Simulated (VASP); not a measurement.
# BN (Fmm2) in VASP: notebook

The runs below take BN through relaxation of cell and atoms, single point, with PBEsol.

Program: VASP 6.6.1. These are calculated values, not measurements. Logs are shortened: lines on timing, memory, paths and dates and some standing lists are left out, and cuts for length are marked.

## (1) The crystal as given

Symmetry: Fmm2, No. 42, orthorhombic system. The conventional cell has a = 2.503 Å, b = 6.991 Å, c = 4.332 Å, α = 90.00°, β = 90.00°, γ = 90.00°. Around B (site symmetry mm2) lie 3 N at 1.44 Å. Around N (site symmetry mm2) lie 3 B at 1.44 Å.

Measurements of this composition are mostly on another form, of space group No. 194.

## (2) Relaxation of cell and atoms, PBEsol

Contents of INCAR:

```
SYSTEM = BN
ALGO = Fast
EDIFF = 1E-7
EDIFFG = -0.005
ENCUT = 300
GGA = PS
IBRION = 2
ISIF = 3
ISMEAR = 0
LASPH = .True.
LCHARG = .False.
LREAL = .False.
LWAVE = .False.
NELM = 100
NSW = 90
PREC = Accurate
SIGMA = 0.02
```

Contents of KPOINTS:

```
k-points
0
Gamma
  12 12 12
  0 0 0
```

Contents of POSCAR:

```
BN
1.0
    0.0000000000      3.4953158300      2.1660912400
    1.2516321000      0.0000000000      2.1660912400
    1.2516321000      3.4953158300      0.0000000000
B N
1 1
Direct
    0.0000486500      0.0000486500      0.9999513500
    0.6666513400      0.6666513400      0.3333486600
```

Potentials or basis: VASP PAW PBE potentials, release 64 (B, N).

Command:

```console
> cat potpaw_PBE.64/B/POTCAR potpaw_PBE.64/N/POTCAR > POTCAR
> mpirun -np 1 vasp_std > vasp.out
```

OUTCAR:

```text
SYSTEM = BN
   EDIFF = 1E-7
   EDIFFG = -0.005
   ENCUT = 300
   GGA = PS
   IBRION = 2
   ISIF = 3
   ISMEAR = 0
   LASPH = .True.
   LREAL = .False.
   NELM = 100
   NSW = 90
   PREC = Accurate

 ion  position               nearest neighbor table
   1  0.000  0.000  1.000-   2 1.44   2 1.44   2 1.44
   2  0.667  0.667  0.333-   1 1.44   1 1.44   1 1.44

  LATTYP: Found a face centered orthorhombic cell.
 ALAT       =     2.5032642000
 B/A-ratio  =     1.7306133647
 C/A-ratio  =     2.7926064137

  Lattice vectors:

 A1 = (   0.0000000000,   3.4953158300,   2.1660912400)
 A2 = (  -1.2516321000,   3.4953158300,   0.0000000000)
 A3 = (  -1.2516321000,   0.0000000000,   2.1660912400)

Analysis of symmetry for initial positions (statically):
=====================================================================
 Subroutine PRICEL returns:
 Original cell was already a primitive cell.

 Routine SETGRP: Setting up the symmetry group for a
 face centered orthorhombic supercell.

 Subroutine GETGRP returns: Found  4 space group operations
 (whereof  4 operations were pure point group operations)
 out of a pool of  8 trial point group operations.

The static configuration has the point symmetry C_2v.

Analysis of symmetry for dynamics (positions and initial velocities):
=====================================================================
 Subroutine PRICEL returns:
 Original cell was already a primitive cell.

 Routine SETGRP: Setting up the symmetry group for a
 face centered orthorhombic supercell.

 Subroutine GETGRP returns: Found  4 space group operations
 (whereof  4 operations were pure point group operations)
 out of a pool of  8 trial point group operations.

The dynamic configuration has the point symmetry C_2v.

 Subroutine INISYM returns: Found  4 space group operations
 (whereof  4 operations are pure point group operations),
 and found     1 'primitive' translations

----------------------------------------------------------------------------------------

                                     Primitive cell

  volume of cell :      18.9526

  direct lattice vectors                    reciprocal lattice vectors
     0.000000000  3.495315830  2.166091240    -0.399478409  0.143048590  0.230830535
     1.251632100  0.000000000  2.166091240     0.399478409 -0.143048590  0.230830535
     1.251632100  3.495315830  0.000000000     0.399478409  0.143048590 -0.230830535

  length of vectors
     4.112077822  2.501706252  3.712656147     0.483041027  0.483041027  0.483041027

  position of ions in fractional coordinates (direct lattice)
     0.000048650  0.000048650  0.999951350
     0.666651340  0.666651340  0.333348660

  ion indices of the primitive-cell ions
   primitive index   ion index
                 1           1
                 2           2

----------------------------------------------------------------------------------------

 KPOINTS: k-points

Automatic generation of k-mesh.
 Grid dimensions read from file:
 generate k-points for:   12   12   12

 Generating k-lattice:

  Cartesian coordinates                     Fractional coordinates (reciprocal lattice)
    -0.033289867  0.011920716  0.019235878     0.083333333  0.000000000  0.000000000
     0.033289867 -0.011920716  0.019235878     0.000000000  0.083333333  0.000000000
     0.033289867  0.011920716 -0.019235878     0.000000000  0.000000000  0.083333333

  Length of vectors
     0.040253419  0.040253419  0.040253419

  Shift w.r.t. Gamma in fractional coordinates (k-lattice)
     0.000000000  0.000000000  0.000000000

 Subroutine IBZKPT returns following result:
 ===========================================

 Found    280 irreducible k-points:

 Following reciprocal coordinates:
            Coordinates               Weight
  0.000000  0.000000  0.000000      1.000000
  0.083333  0.000000 -0.000000      8.000000
  0.166667  0.000000 -0.000000      8.000000
  0.250000  0.000000  0.000000      8.000000
  0.333333  0.000000  0.000000      8.000000
  0.416667  0.000000 -0.000000      8.000000
[... 16 lines left out ...]
  0.500000  0.166667  0.000000      8.000000
 -0.416667  0.166667  0.000000      8.000000
 [... further k-points ...]
   k-points           NKPTS =    280   k-points in BZ     NKDIM =    280   number of bands    NBANDS=      8
   number of dos      NEDOS =    301   number of ions     NIONS =      2
   total plane-waves  NPLWV =   8064
   dimension x,y,z NGX =    24 NGY =   14 NGZ =   24
   dimension x,y,z NGXF=    48 NGYF=   28 NGZF=   48
   ions per type =               1   1
   NGX,Y,Z   is equivalent  to a cutoff of   9.70,  9.30, 10.75 a.u.
   NGXF,Y,Z  is equivalent  to a cutoff of  19.41, 18.61, 21.49 a.u.
 SYSTEM =  BN
   PREC   = accura    normal or accurate (medium, high low for compatibility)
   ISTART =      0    job   : 0-new  1-cont  2-samecut
   ICHARG =      2    charge: 1-file 2-atom 10-const
   ISPIN  =      1    spin polarized calculation?
   LNONCOLLINEAR =      F non collinear calculations
   LSORBIT =      F    spin-orbit coupling
   LASPH  =      T    aspherical Exc in radial PAW
   ENCUT  =  300.0 eV  22.05 Ry    4.70 a.u.   5.81  3.53  5.24*2*pi/ulx,y,z
   NELM   =    100;   NELMIN=  2; NELMDL= -5     # of ELM steps
   EDIFF  = 0.1E-06   stopping-criterion for ELM
   LREAL  =      F    real-space projection
   EDIFFG = -.5E-02   stopping-criterion for IOM
   NSW    =     90    number of steps for IOM
   IBRION =      2    ionic relax: 0-MD 1-quasi-New 2-CG
   NFREE  =      1    steps in history (QN), initial steepest desc. (CG)
   ISIF   =      3    stress and relaxation
   ISYM   =      2    0-nonsym 1-usesym 2-fastsym
   POTIM  = 0.5000    time-step for ionic-motion
   TEBEG  =    0.0;   TEEND  =   0.0 temperature during run
   PSTRESS=    0.0 pullay stress
   NELECT =       8.0000    total number of electrons
   NUPDOWN=      -1.0000    fix difference up-down
   EMIN   =  10.00;   EMAX   =-10.00  energy-range for DOS
   EFERMI =   0.00;   METHOD = LEGACY
   ISMEAR =     0;   SIGMA  =   0.02  broadening in eV -4-tet -1-fermi 0-gaus
   EFERMI_NEDOS =   21; number of points for ismear=-14 and -15
   IALGO  =     68    algorithm
   IMIX   =      4    mixing-type and parameters
     AMIX     =   0.40;   BMIX     =  1.00
     AMIX_MAG =   1.60;   BMIX_MAG =  1.00
  volume/ion in A,a.u.               =       9.48        63.95
  Fermi-wavevector in a.u.,A,eV,Ry     =   1.228047  2.320672 20.518928  1.508099
  Thomas-Fermi vector in A             =   2.362987
   LORBIT       =      0    0 simple, 1 ext, 2 COOP (PROOUT), +10 PAW based schemes
   GGA     = PS    functional components
   LHFCALC =     F    Hartree Fock is set to
   AEXX    =    0.0000 exact exchange contribution
   IVDW    =     0    specifies the selected vdW correction
   LEPSILON=     F    determine dielectric tensor
   LRPA    =     F    only Hartree local field effects (RPA)
 conjugate gradient relaxation of ions
 non-spin polarized calculation
 RMM-DIIS sequential band-by-band and
 Gauss-broadening in eV      SIGMA  =   0.02
  energy-cutoff  :      300.00
  volume of cell :       18.95
 maximum number of plane-waves:       235
   NGX = 11   NGY =  7   NGZ = 11

--------------------------------------- Ionic step        1  -------------------------------------------

 number of electron       7.9999999 magnetization

 Free energy of the ion-electron system (eV)
  ---------------------------------------------------
  ext. energy  EPLUGINS =         0.00000000
  ---------------------------------------------------
  free energy    TOTEN  =       -18.26819970 eV

  energy without entropy =      -18.26819970  energy(sigma->0) =      -18.26819970

 E-fermi :   2.1503     XC(G=0):  -9.9730

 val. band max:        1.9587619818   @ k =   0.4167  -0.3333   0.0833
 cond. band min:       5.6663105499   @ k =   0.0000   0.5000   0.5000
 fundamental gap:      3.7075485681
 Fermi energy:         2.1502568253

 k-point     1 :       0.0000    0.0000    0.0000
  band No.  band energies     occupation
      1     -16.0204      2.00000
      2      -2.5879      2.00000
      3       0.5599      2.00000
      4       0.5676      2.00000
      5       6.5525      0.00000
      6      13.4433      0.00000
      7      13.4795      0.00000
      8      15.0285      0.00000
[... 243 lines left out ...]
 k-point    24 :      -0.4167    0.1667    0.0000
  band No.  band energies     occupation
      1     -12.5828      2.00000
      2      -6.7863      2.00000
      3      -3.6756      2.00000
      4       1.2668      2.00000
      5       6.5769      0.00000
      6      13.3442      0.00000
      7      15.1948      0.00000
      8      16.8889      0.00000

 [... further k-points ...]
[... 5 lines left out ...]
  --------------------------------------------------------------------------------------
  -------------------------------------------------------------------------------------
  Total       -2.3270314     -3.1501465     -2.3254210      0.0000000      0.0000000      0.0000000
  in kB     -196.7174838   -266.3001921   -196.5813540      0.0000000      0.0000000      0.0000000
  external PRESSURE =    -219.8663433 kB  Pullay stress =       0.0000000 kB
[... 89 lines left out ...]
  FREE ENERGIE OF THE ION-ELECTRON SYSTEM (eV)
  ---------------------------------------------------
  free  energy   TOTEN  =       -18.3836762773 eV

  energy  without entropy=      -18.3836762773  energy(sigma->0) =      -18.38367628

[... ionic steps 4 to 10 ...]

--------------------------------------- Ionic step       11  -------------------------------------------

 number of electron       8.0000000 magnetization

------------------------ aborting loop because EDIFF is reached ----------------------------------------

  FORCE on cell =-STRESS in cart. coord.  units (eV):
  Direction    XX          YY          ZZ          XY          YZ          ZX
  --------------------------------------------------------------------------------------
  -------------------------------------------------------------------------------------
  Total        0.0022984      0.0050606      0.0069203      0.0000000      0.0000000      0.0000000
  in kB        0.2390893      0.5264222      0.7198826      0.0000000      0.0000000      0.0000000
  external PRESSURE =       0.4951314 kB  Pullay stress =       0.0000000 kB
[... 57 lines left out ...]
  energy  without entropy=      -18.5687678857  energy(sigma->0) =      -18.56876789

--------------------------------------- Ionic step       13  -------------------------------------------

 number of electron       8.0000000 magnetization

 Free energy of the ion-electron system (eV)
  ---------------------------------------------------
  ext. energy  EPLUGINS =         0.00000000
  ---------------------------------------------------
  free energy    TOTEN  =       -18.56877671 eV

  energy without entropy =      -18.56877671  energy(sigma->0) =      -18.56877671

 E-fermi :   4.1682     XC(G=0): -11.2705

 val. band max:        4.0587146387   @ k =   0.5000  -0.4167   0.0833
 cond. band min:       6.6337085081   @ k =   0.0000   0.5000   0.5000
 fundamental gap:      2.5749938694
 Fermi energy:         4.1681962898

 k-point     1 :       0.0000    0.0000    0.0000
  band No.  band energies     occupation
      1     -14.7406      2.00000
      2       0.1511      2.00000
      3       2.3550      2.00000
      4       2.3649      2.00000
      5       9.6356      0.00000
      6      15.4005      0.00000
      7      15.6582      0.00000
      8      17.3798      0.00000
[... 243 lines left out ...]
 k-point    24 :      -0.4167    0.1667    0.0000
  band No.  band energies     occupation
      1     -10.8949      2.00000
      2      -5.2237      2.00000
      3      -2.0169      2.00000
      4       2.9001      2.00000
      5       8.3369      0.00000
      6      15.4730      0.00000
      7      17.9054      0.00000
      8      20.6653      0.00000

 [... further k-points ...]
[... 5 lines left out ...]
  --------------------------------------------------------------------------------------
  -------------------------------------------------------------------------------------
  Total        0.0014842      0.0037813     -0.0004921      0.0000000      0.0000000      0.0000000
  in kB        0.1543805      0.3933206     -0.0511904      0.0000000      0.0000000      0.0000000
  external PRESSURE =       0.1655036 kB  Pullay stress =       0.0000000 kB
[... 17 lines left out ...]
  FREE ENERGIE OF THE ION-ELECTRON SYSTEM (eV)
  ---------------------------------------------------
  free  energy   TOTEN  =       -18.5687767055 eV

  energy  without entropy=      -18.5687767055  energy(sigma->0) =      -18.56877671

 reached required accuracy - stopping structural energy minimisation
```

It took 54 s on 1 thread of Intel Xeon 6975P-C (Granite Rapids), shared host; peak memory 0.15 GiB.

The run converged, but a check on its numbers failed (symmetry, net force, bounds or a known fault of this set-up), so they aren't taken as properties of the crystal.

Caveat: the cutoff lies under the usual one of these potentials, so the numbers hold a large basis-set error; the PAW data sets were made with another functional, which shifts forces and pressure a little.

[end of part 1 of 2]
